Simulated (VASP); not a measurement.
# Se (R-3m) in VASP: relaxation of cell and atoms with PBE

Aim: the relaxation of cell and atoms of Se with PBE.

Program: VASP 6.6.1. These are calculated values, not measurements. Logs are shortened: lines on timing, memory, paths and dates and some standing lists are left out, and cuts for length are marked.

## (1) The structure

Symmetry: R-3m, No. 166, trigonal system. The conventional cell has a = 3.850 Å, b = 3.850 Å, c = 2.645 Å, α = 90.00°, β = 90.00°, γ = 120.00°. Se (site symmetry -3m) has 8 Se at 2.39 to 2.65 Å as nearest neighbours.

This isn't the form of Se at room conditions, which is trigonal, of chains.

## (2) Relaxation of cell and atoms, PBE, target pressure 125 GPa, at which the enthalpy is minimised

INCAR

```
SYSTEM = Se
PREC = Accurate
ENCUT = 520
EDIFF = 1E-7
ISMEAR = 0
SIGMA = 1.0
LREAL = .FALSE.
LASPH = .TRUE.
NELM = 60
ALGO = Normal
ISIF = 3
LWAVE = .FALSE.
LCHARG = .FALSE.
GGA = PE
IBRION = 2
NSW = 80
EDIFFG = -0.002
PSTRESS = 1250.0
```

KPOINTS

```
Automatic mesh
0
G
  15 15 15
  0 0 0
```

POSCAR

```
Se
1.0
    1.9250000000      1.1113992700      0.8816666700
   -1.9250000000      1.1113992700      0.8816666700
    0.0000000000     -2.2227985400      0.8816666700
Se
1
Direct
    0.0000000000      0.0000000000      0.0000000000
```

Potentials or basis: VASP PAW PBE potentials, release 64 (Se).

The run is started by

```console
$ cat potpaw_PBE.64/Se/POTCAR > POTCAR
$ mpirun -np 1 vasp_std > vasp.out
```

OUTCAR:

```text
SYSTEM = Se
   PREC = Accurate
   ENCUT = 520
   EDIFF = 1E-7
   ISMEAR = 0
   LREAL = .FALSE.
   LASPH = .TRUE.
   NELM = 60
   ISIF = 3
   GGA = PE
   IBRION = 2
   NSW = 80
   EDIFFG = -0.002
   PSTRESS = 1250.0

 ion  position               nearest neighbor table
   1  0.000  0.000  0.000-

  LATTYP: Found a trigonal (rhomboedric) cell.
 ALAT       =     2.3912694232
 COS(alpha) =    -0.2960878580

  Lattice vectors:

 A1 = (   1.9250000000,   1.1113992700,   0.8816666700)
 A2 = (  -1.9250000000,   1.1113992700,   0.8816666700)
 A3 = (   0.0000000000,  -2.2227985400,   0.8816666700)

Analysis of symmetry for initial positions (statically):
=====================================================================
 Subroutine PRICEL returns:
 Original cell was already a primitive cell.

 Routine SETGRP: Setting up the symmetry group for a
 trigonal (rhombohedral) supercell.

 Subroutine GETGRP returns: Found 12 space group operations
 (whereof 12 operations were pure point group operations)
 out of a pool of 12 trial point group operations.

The static configuration has the point symmetry D_3d.

Analysis of symmetry for dynamics (positions and initial velocities):
=====================================================================
 Subroutine PRICEL returns:
 Original cell was already a primitive cell.

 Routine SETGRP: Setting up the symmetry group for a
 trigonal (rhombohedral) supercell.

 Subroutine GETGRP returns: Found 12 space group operations
 (whereof 12 operations were pure point group operations)
 out of a pool of 12 trial point group operations.

The dynamic configuration has the point symmetry D_3d.

 Subroutine INISYM returns: Found 12 space group operations
 (whereof 12 operations are pure point group operations),
 and found     1 'primitive' translations

----------------------------------------------------------------------------------------

                                     Primitive cell

  volume of cell :      11.3177

  direct lattice vectors                    reciprocal lattice vectors
     1.925000000  1.111399270  0.881666670     0.259740260  0.149961109  0.378071832
    -1.925000000  1.111399270  0.881666670    -0.259740260  0.149961109  0.378071832
     0.000000000 -2.222798540  0.881666670     0.000000000 -0.299922217  0.378071832

  length of vectors
     2.391269423  2.391269423  2.391269426     0.482588486  0.482588486  0.482588486

  position of ions in fractional coordinates (direct lattice)
     0.000000000  0.000000000  0.000000000

  ion indices of the primitive-cell ions
   primitive index   ion index
                 1           1

----------------------------------------------------------------------------------------

 KPOINTS: Automatic mesh

Automatic generation of k-mesh.
 Grid dimensions read from file:
 generate k-points for:   15   15   15

 Generating k-lattice:

  Cartesian coordinates                     Fractional coordinates (reciprocal lattice)
     0.017316017  0.009997407  0.025204789     0.066666667  0.000000000  0.000000000
    -0.017316017  0.009997407  0.025204789     0.000000000  0.066666667  0.000000000
     0.000000000 -0.019994814  0.025204789     0.000000000  0.000000000  0.066666667

  Length of vectors
     0.032172566  0.032172566  0.032172566

  Shift w.r.t. Gamma in fractional coordinates (k-lattice)
     0.000000000  0.000000000  0.000000000

 Subroutine IBZKPT returns following result:
 ===========================================

 Found    344 irreducible k-points:

 Following reciprocal coordinates:
            Coordinates               Weight
  0.000000  0.000000  0.000000      1.000000
  0.066667  0.000000  0.000000      6.000000
  0.133333  0.000000  0.000000      6.000000
  0.200000 -0.000000  0.000000      6.000000
  0.266667  0.000000  0.000000      6.000000
  0.333333 -0.000000  0.000000      6.000000
[... 16 lines left out ...]
  0.133333  0.133333  0.000000      6.000000
  0.200000  0.133333  0.000000     12.000000
 [... further k-points ...]
   k-points           NKPTS =    344   k-points in BZ     NKDIM =    344   number of bands    NBANDS=      7
   number of dos      NEDOS =    301   number of ions     NIONS =      1
   total plane-waves  NPLWV =   5832
   dimension x,y,z NGX =    18 NGY =   18 NGZ =   18
   dimension x,y,z NGXF=    36 NGYF=   36 NGZF=   36
   ions per type =               1
   NGX,Y,Z   is equivalent  to a cutoff of  12.51, 12.51, 12.51 a.u.
   NGXF,Y,Z  is equivalent  to a cutoff of  25.03, 25.03, 25.03 a.u.
 SYSTEM =  Se
   PREC   = accura    normal or accurate (medium, high low for compatibility)
   ISTART =      0    job   : 0-new  1-cont  2-samecut
   ICHARG =      2    charge: 1-file 2-atom 10-const
   ISPIN  =      1    spin polarized calculation?
   LNONCOLLINEAR =      F non collinear calculations
   LSORBIT =      F    spin-orbit coupling
   LASPH  =      T    aspherical Exc in radial PAW
   ENCUT  =  520.0 eV  38.22 Ry    6.18 a.u.   4.45  4.45  4.45*2*pi/ulx,y,z
   NELM   =     60;   NELMIN=  2; NELMDL= -5     # of ELM steps
   EDIFF  = 0.1E-06   stopping-criterion for ELM
   LREAL  =      F    real-space projection
   EDIFFG = -.2E-02   stopping-criterion for IOM
   NSW    =     80    number of steps for IOM
   IBRION =      2    ionic relax: 0-MD 1-quasi-New 2-CG
   NFREE  =      1    steps in history (QN), initial steepest desc. (CG)
   ISIF   =      3    stress and relaxation
   ISYM   =      2    0-nonsym 1-usesym 2-fastsym
   POTIM  = 0.5000    time-step for ionic-motion
   TEBEG  =    0.0;   TEEND  =   0.0 temperature during run
   PSTRESS= 1250.0 pullay stress
   NELECT =       6.0000    total number of electrons
   NUPDOWN=      -1.0000    fix difference up-down
   EMIN   =  10.00;   EMAX   =-10.00  energy-range for DOS
   EFERMI =   0.00;   METHOD = LEGACY
   ISMEAR =     0;   SIGMA  =   1.00  broadening in eV -4-tet -1-fermi 0-gaus
   EFERMI_NEDOS =   21; number of points for ismear=-14 and -15
   IALGO  =     38    algorithm
   IMIX   =      4    mixing-type and parameters
     AMIX     =   0.40;   BMIX     =  1.00
     AMIX_MAG =   1.60;   BMIX_MAG =  1.00
  volume/ion in A,a.u.               =      11.32        76.38
  Fermi-wavevector in a.u.,A,eV,Ry     =   1.324971  2.503832 23.885687  1.755548
  Thomas-Fermi vector in A             =   2.454466
   LORBIT       =      0    0 simple, 1 ext, 2 COOP (PROOUT), +10 PAW based schemes
   GGA     = PE    functional components
   LHFCALC =     F    Hartree Fock is set to
   AEXX    =    0.0000 exact exchange contribution
   IVDW    =     0    specifies the selected vdW correction
   LEPSILON=     F    determine dielectric tensor
   LRPA    =     F    only Hartree local field effects (RPA)
 conjugate gradient relaxation of ions
 non-spin polarized calculation
 Gauss-broadening in eV      SIGMA  =   1.00
  energy-cutoff  :      520.00
  volume of cell :       11.32
 maximum number of plane-waves:       313
 NGX is ok and might be reduce to    18
   NGX =  9   NGY =  9   NGZ =  9

--------------------------------------- Ionic step        1  -------------------------------------------

 number of electron       6.0000000 magnetization

 Free energy of the ion-electron system (eV)
  ---------------------------------------------------
  ext. energy  EPLUGINS =         0.00000000
  ---------------------------------------------------
  free energy    TOTEN  =        -0.35990350 eV

  energy without entropy =       -0.17308300  energy(sigma->0) =       -0.26649325

------------------------ aborting loop because EDIFF is reached ----------------------------------------

  FORCE on cell =-STRESS in cart. coord.  units (eV):
  Direction    XX          YY          ZZ          XY          YZ          ZX
  --------------------------------------------------------------------------------------
  -------------------------------------------------------------------------------------
  Total       11.5989688     11.5989688     11.1957561      0.0000000      0.0000000     -0.0000000
  in kB     1642.0011106   1642.0011160   1584.9205519      0.0000000      0.0000000     -0.0000000
  external PRESSURE =     372.9742595 kB  Pullay stress =    1250.0000000 kB
[... 22 lines left out ...]
  enthalpy is  TOTEN    =         8.4699997529 eV   P V=        8.8299032566

--------------------------------------- Ionic step        2  -------------------------------------------

 number of electron       6.0000003 magnetization

 E-fermi :   8.6070     XC(G=0): -11.6563

 val. band max:        8.5927763535   @ k =   0.3333   0.2667   0.0667
 cond. band min:       8.6148941990   @ k =  -0.1333   0.4000   0.0667
 fundamental gap:      0.0221178455
 Fermi energy:         8.6069563214

 k-point     1 :       0.0000    0.0000    0.0000
  band No.  band energies     occupation
      1      -9.9025      2.00000
      2      11.8819      0.00000
      3      13.2720      0.00000
      4      13.2720      0.00000
      5      20.5394      0.00000
      6      20.5394      0.00000
      7      21.4102      0.00000
[... 221 lines left out ...]
 k-point    24 :       0.2000    0.1333    0.0000
  band No.  band energies     occupation
      1      -7.9536      2.00000
      2       5.5175      1.99999
      3       8.2257      1.41021
      4      11.3246      0.00012
      5      18.8501      0.00000
      6      20.7896      0.00000
      7      24.1300      0.00000

 [... further k-points ...]

------------------------ aborting loop because EDIFF is reached ----------------------------------------

  FORCE on cell =-STRESS in cart. coord.  units (eV):
  Direction    XX          YY          ZZ          XY          YZ          ZX
  --------------------------------------------------------------------------------------
  -------------------------------------------------------------------------------------
  Total        2.8077914      2.8077914      3.5236654     -0.0000000      0.0000000      0.0000000
  in kB      277.6331436    277.6331454    348.4184467     -0.0000000      0.0000000      0.0000000
  external PRESSURE =    -948.7717547 kB  Pullay stress =    1250.0000000 kB
[... 53 lines left out ...]
  FREE ENERGIE OF THE ION-ELECTRON SYSTEM (eV)
  ---------------------------------------------------
  free  energy   TOTEN  =        -1.1463214735 eV

  energy  without entropy=       -0.9468968205  energy(sigma->0) =       -1.04660915

  enthalpy is  TOTEN    =         8.3853096890 eV   P V=        9.5316311626

[... ionic steps 4 to 22 ...]

--------------------------------------- Ionic step       23  -------------------------------------------

 number of electron       5.9999999 magnetization

------------------------ aborting loop because EDIFF is reached ----------------------------------------

  FORCE on cell =-STRESS in cart. coord.  units (eV):
  Direction    XX          YY          ZZ          XY          YZ          ZX
  --------------------------------------------------------------------------------------
  -------------------------------------------------------------------------------------
  Total        9.3941023      9.3941036      9.3913727      0.0000000      0.0000000      0.0000000
  in kB     1250.3391664   1250.3393449   1249.9758640      0.0000000      0.0000000      0.0000000
  external PRESSURE =       0.2181251 kB  Pullay stress =    1250.0000000 kB
[... 59 lines left out ...]
  enthalpy is  TOTEN    =         8.3711426682 eV   P V=        9.3923883142

--------------------------------------- Ionic step       25  -------------------------------------------

 number of electron       5.9999999 magnetization

 Free energy of the ion-electron system (eV)
  ---------------------------------------------------
  ext. energy  EPLUGINS =         0.00000000
  ---------------------------------------------------
  free energy    TOTEN  =        -1.02086055 eV

  energy without entropy =       -0.82033287  energy(sigma->0) =       -0.92059671

 E-fermi :  13.7207     XC(G=0): -13.1389

 val. band max:       13.6957256189   @ k =  -0.2000   0.2000   0.1333
 cond. band min:      13.8273127502   @ k =  -0.4000   0.4000   0.2000
 fundamental gap:      0.1315871313
 Fermi energy:        13.7207159764

 k-point     1 :       0.0000    0.0000    0.0000
  band No.  band energies     occupation
      1      -8.9298      2.00000
      2      20.4402      0.00000
      3      20.4409      0.00000
      4      20.4409      0.00000
      5      27.4508      0.00000
      6      27.4508      0.00000
      7      27.4514      0.00000
[... 221 lines left out ...]
 k-point    24 :       0.2000    0.1333    0.0000
  band No.  band energies     occupation
      1      -5.9563      2.00000
      2      10.2288      2.00000
      3      13.3469      1.40294
      4      17.2205      0.00000
      5      23.9893      0.00000
      6      25.7508      0.00000
      7      29.4313      0.00000

 [... further k-points ...]

------------------------ aborting loop because EDIFF is reached ----------------------------------------

  FORCE on cell =-STRESS in cart. coord.  units (eV):
  Direction    XX          YY          ZZ          XY          YZ          ZX
  --------------------------------------------------------------------------------------
  -------------------------------------------------------------------------------------
  Total        9.3901135      9.3901150      9.3920842      0.0000000      0.0000000      0.0000000
  in kB     1249.7485303   1249.7487386   1250.0108166      0.0000000      0.0000000      0.0000000
  external PRESSURE =      -0.1639715 kB  Pullay stress =    1250.0000000 kB
[... 16 lines left out ...]
  FREE ENERGIE OF THE ION-ELECTRON SYSTEM (eV)
  ---------------------------------------------------
  free  energy   TOTEN  =        -1.0208605478 eV

  energy  without entropy=       -0.8203328704  energy(sigma->0) =       -0.92059671

  enthalpy is  TOTEN    =         8.3711423474 eV   P V=        9.3920028952

 reached required accuracy - stopping structural energy minimisation
```

Wall time 2.6 min (1 thread of Intel Xeon Platinum 8488C (Sapphire Rapids), shared host); peak memory 0.14 GiB.

Results:

| Item | Value |
| --- | --- |
| Free energy | -1.0209 eV |
| Relaxed volume | 12.04 Å³/atom |
| Relaxed cell | a = 2.501 Å, b = 2.501 Å, c = 2.501 Å, α = 109.47°, β = 109.47°, γ = 109.47° |
| Space group after relaxing (to 0.05 Å) | Im-3m (No. 229) |
| Energy change on relaxing (the enthalpy is what falls) | -661.0 meV/atom |
| Ionic steps | 25 |
| Pressure after relaxing | 125.0 GPa |
| Band gap on the k mesh | none (metal or under the smearing width) |

The path:
| step | energy change (eV) | largest force (eV/Å) | pressure (GPa) | volume (Å³) |
| --- | --- | --- | --- | --- |
| 1 | 0.0000 | 0.0000 | 162.30 | 11.32 |
| 2 | -2.4213 | 0.0000 | 30.12 | 16.20 |
| 3 | -0.7864 | 0.0000 | 119.92 | 12.22 |
| 4 | -0.6972 | 0.0000 | 124.71 | 12.10 |
| 5 | -0.6848 | 0.0000 | 125.37 | 12.08 |
| 6 | -0.6826 | 0.0000 | 125.37 | 12.08 |
| 7 | -0.6757 | 0.0000 | 125.39 | 12.07 |
| 8 | -0.6599 | 0.0000 | 125.68 | 12.05 |
| 9 | -0.6210 | 0.0000 | 127.22 | 11.99 |
| 10 | -0.4625 | 0.0000 | 135.67 | 11.82 |
| 11 | -0.6077 | 0.0000 | 127.88 | 11.97 |
| 12 | -0.5857 | 0.0000 | 129.04 | 11.94 |
| 13 | -0.5935 | 0.0000 | 128.62 | 11.95 |
| 14 | -0.5966 | 0.0000 | 128.45 | 11.96 |
| 15 | -0.6060 | 0.0000 | 127.95 | 11.97 |
| 16 | -0.6241 | 0.0000 | 126.97 | 11.99 |
| 17 | -0.6220 | 0.0000 | 127.09 | 11.99 |
| 18 | -0.6260 | 0.0000 | 126.88 | 11.99 |
| 19 | -0.6378 | 0.0000 | 126.24 | 12.01 |
| 20 | -0.6611 | 0.0000 | 124.98 | 12.04 |
| 21 | -0.6600 | 0.0000 | 125.04 | 12.04 |
| 22 | -0.6601 | 0.0000 | 125.04 | 12.04 |
| 23 | -0.6605 | 0.0000 | 125.02 | 12.04 |
| 24 | -0.6613 | 0.0000 | 124.97 | 12.04 |
| 25 | -0.6610 | 0.0000 | 124.98 | 12.04 |

Final structure:
```cif
data_structure
_symmetry_space_group_name_H-M 'P 1'
_symmetry_Int_Tables_number 1
_cell_length_a 2.5007
_cell_length_b 2.5007
_cell_length_c 2.5007
_cell_angle_alpha 109.471
_cell_angle_beta 109.471
_cell_angle_gamma 109.471
_cell_volume 12.04
loop_
_atom_site_label
_atom_site_type_symbol
_atom_site_fract_x
_atom_site_fract_y
_atom_site_fract_z
_atom_site_occupancy
Se1 Se 0.00000 0.00000 0.00000 1
```

Caveat: the cell is relaxed towards a set pressure, so the enthalpy falls and the energy may rise. PBE usually gives volumes a little too large and moduli too small.
